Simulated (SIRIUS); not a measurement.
## Zr and the effect of the Hubbard U on Zr d

```
Zr
1.0
     4.29913    0.00000    0.00000
     0.00000    4.29913    0.00000
     0.00000    0.00000    4.29913
Zr
3
Direct
  0.50000 0.00000 0.00000
  0.00000 0.50000 0.00000
  0.00000 0.00000 0.50000
```

This isn't the form of Zr at room conditions, which is hcp.

Kept alike: task single point; functional PBE; k mesh 6 × 6 × 6; occupations fermi-dirac, width 0.05 eV; no spin polarisation. Program: SIRIUS, PseudoDojo 0.4.1 PBE standard (scalar relativistic), cutoff 915 eV. The mesh is that of the run's cell of 3 atoms. No spin-orbit coupling.

| Hubbard U on Zr d, U (eV) | pressure (GPa) |
| --- | --- |
| 0 | 0.05 |
| 2 | 2.63 |
| 4 | 5.83 |
| 6 | 11.65 |
| 8 | 31.05 |

Pressure is positive in compression; the values hold the error of the finite cutoff, so their zero can differ a little from the energy's minimum. U acts here on a shell without spin polarisation. For a metal such a mesh leaves the last digits unconverged. How U acts hangs on the program's projectors.

The pressure rises from 0.05 to 31.05 GPa between 0 and 8 eV. Its step between 6 and 8 is the steepest for its width, which can mark a change of electronic state.
